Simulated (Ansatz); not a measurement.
**Two Ansatz runs on Sn**

The cell is COD entry 9008568, as deposited and not checked against the literature; nothing was relaxed.

First run: DFT, PBE, all-electron LAPW, scalar-relativistic (Ansatz 0.2.0).

Command: `ansatz run input.yaml --threads 1 --pin off --max-ram 2048MiB --backend cpu --events-out ev --progress --plain --runs-dir out` The run took about 47 s on 1 thread of a shared machine.

```yaml
crystal:
  lattice:
    - [0.0, 3.2456, 3.2456]
    - [3.2456, 0.0, 3.2456]
    - [3.2456, 3.2456, 0.0]
  atoms:
    - { symbol: Sn, position: [0.5, 0.5, 0.5] }
    - { symbol: Sn, position: [0.75, 0.75, 0.75] }
kpoints:
  mp_grid: { grid: [9, 9, 9] }
  band_path:
    path:
      - [0.0, 0.0, 0.0]
      - [0.5, 0.0, 0.5]
      - [0.625, 0.25, 0.625]
      - [0.375, 0.375, 0.75]
      - [0.0, 0.0, 0.0]
      - [0.5, 0.5, 0.5]
      - [0.5, 0.25, 0.75]
      - [0.5, 0.0, 0.5]
    npoints: 14
scf:
  occupations: { method: fermi_dirac, width: 0.03 }
hamiltonian:
  xc: pbe
  pseudopotentials: { kind: all_electron, lapw: { basis_error: 0.00025 } }
output:
  forces: true
  stress: true
  eigenvalues: true
  fatbands: true
  populations: true
  dos: { projected: true, de: 0.2, e_range: [-14, 8] }
```

Result: converged; pressure 3.19 GPa; no gap on the k mesh; 6 SCF iterations.

No spin–orbit coupling, which matters for the heavy atoms here.

A second run of a changed input logged this at its end:

```
SCF iter  37: F=—  HF=-336192.297944 eV  |F-HF|=—  |Δ(HF+E_count)|=    1.67e0  Δρ=2.95e-2  dr2=1.16e0  ethr=4.64e-7  ⟨swp⟩=5.0  Hψ=4735  notcnv=0
SCF iter  38: F=—  HF=-336197.373470 eV  |F-HF|=—  |Δ(HF+E_count)|=    5.08e0  Δρ=3.27e-2  dr2=1.42e0  ethr=4.64e-7  ⟨swp⟩=4.9  Hψ=4848  notcnv=0
SCF iter  39: F=—  HF=-336199.604029 eV  |F-HF|=—  |Δ(HF+E_count)|=    2.23e0  Δρ=3.71e-2  dr2=1.83e0  ethr=4.64e-7  ⟨swp⟩=5.1  Hψ=4847  notcnv=0
SCF iter  40: F=—  HF=-336208.264840 eV  |F-HF|=—  |Δ(HF+E_count)|=    8.66e0  Δρ=4.12e-2  dr2=2.25e0  ethr=4.64e-7  ⟨swp⟩=5.0  Hψ=5015  notcnv=0
SCF iter  41: F=—  HF=-336211.039874 eV  |F-HF|=—  |Δ(HF+E_count)|=    2.78e0  Δρ=4.71e-2  dr2=2.93e0  ethr=4.64e-7  ⟨swp⟩=5.5  Hψ=4983  notcnv=0  defer=1
SCF iter  42: F=—  HF=-336226.224206 eV  |F-HF|=—  |Δ(HF+E_count)|=    1.52e1  Δρ=5.23e-2  dr2=3.59e0  ethr=4.64e-7  ⟨swp⟩=5.1  Hψ=5185  notcnv=0
SCF iter  43: F=—  HF=-336229.200849 eV  |F-HF|=—  |Δ(HF+E_count)|=    2.98e0  Δρ=6.08e-2  dr2=4.82e0  ethr=4.64e-7  ⟨swp⟩=5.8  Hψ=5138  notcnv=0  defer=2
SCF iter  44: F=—  HF=-336256.862429 eV  |F-HF|=—  |Δ(HF+E_count)|=    2.77e1  Δρ=6.74e-2  dr2=5.88e0  ethr=4.64e-7  ⟨swp⟩=5.5  Hψ=5357  notcnv=0
SCF iter  45: F=—  HF=-336258.761371 eV  |F-HF|=—  |Δ(HF+E_count)|=    1.90e0  Δρ=8.04e-2  dr2=8.31e0  ethr=4.64e-7  ⟨swp⟩=6.1  Hψ=5263  notcnv=0  defer=3
SCF iter  46: F=—  HF=-336311.879415 eV  |F-HF|=—  |Δ(HF+E_count)|=    5.31e1  Δρ=8.90e-2  dr2=1.01e1  ethr=4.64e-7  ⟨swp⟩=6.0  Hψ=5709  notcnv=0
SCF iter  47: F=—  HF=-336308.737264 eV  |F-HF|=—  |Δ(HF+E_count)|=    3.14e0  Δρ=1.11e-1  dr2=1.56e1  ethr=4.64e-7  ⟨swp⟩=6.4  Hψ=5420  notcnv=0  defer=8
SCF iter  48: F=—  HF=-336418.348834 eV  |F-HF|=—  |Δ(HF+E_count)|=    1.10e2  Δρ=1.22e-1  dr2=1.85e1  ethr=4.64e-7  ⟨swp⟩=6.4  Hψ=6387  notcnv=0
SCF iter  49: F=—  HF=-336397.719853 eV  |F-HF|=—  |Δ(HF+E_count)|=    2.06e1  Δρ=1.66e-1  dr2=3.42e1  ethr=4.64e-7  ⟨swp⟩=7.3  Hψ=5791  notcnv=0  defer=5
SCF iter  50: F=—  HF=-336641.687055 eV  |F-HF|=—  |Δ(HF+E_count)|=    2.44e2  Δρ=1.79e-1  dr2=3.85e1  ethr=4.64e-7  ⟨swp⟩=8.5  Hψ=7004  notcnv=0  defer=32
the basis was enlarged: its passes take 1.2 MiB over the memory plan, 1 of 1 planned eigensolver slots
Error: did not converge after 50 iterations: onsite_residual = 8.62e2 (threshold 1.00e-7), under the density mixer `anderson`; raise `scf.max_iter`, which need not help a stalled SCF, or adjust the mixing (`scf.mixing`) or, under a smearing, its width (`scf.occupations.width`, in either direction: another width is another result); this SCF holds its density and magnetisation to the symmetry operations that it keeps, and cannot end on a state that breaks one of them: if the state sought breaks one, re-run with `crystal.symmetry.detect: false`, without `crystal.symmetry.time_reversal: true`, on a non-collinear deck whose state breaks time reversal, with `crystal.symmetry.time_reversal: false` beside it (there exact exchange or a DFT+U term alone can polarise the run; a magnetic state wants starting moments), where the deck allows it (that run may end on another state, and need not converge either)
```

Q: What was wrong with the input?

A: Mixing far too strong, by this change (others could give a like log):
```diff
@@ -22,4 +22,6 @@
 scf:
   occupations: { method: fermi_dirac, width: 0.03 }
+  mixing: { algorithm: anderson, beta: 0.95, ndim: 1, preconditioner: none }
+  max_iter: 50
 hamiltonian:
   xc: pbe
@@ -29,6 +31,4 @@
   stress: true
   eigenvalues: true
-  fatbands: true
   populations: true
-  dos: { projected: true, de: 0.2, e_range: [-14, 8] }
```
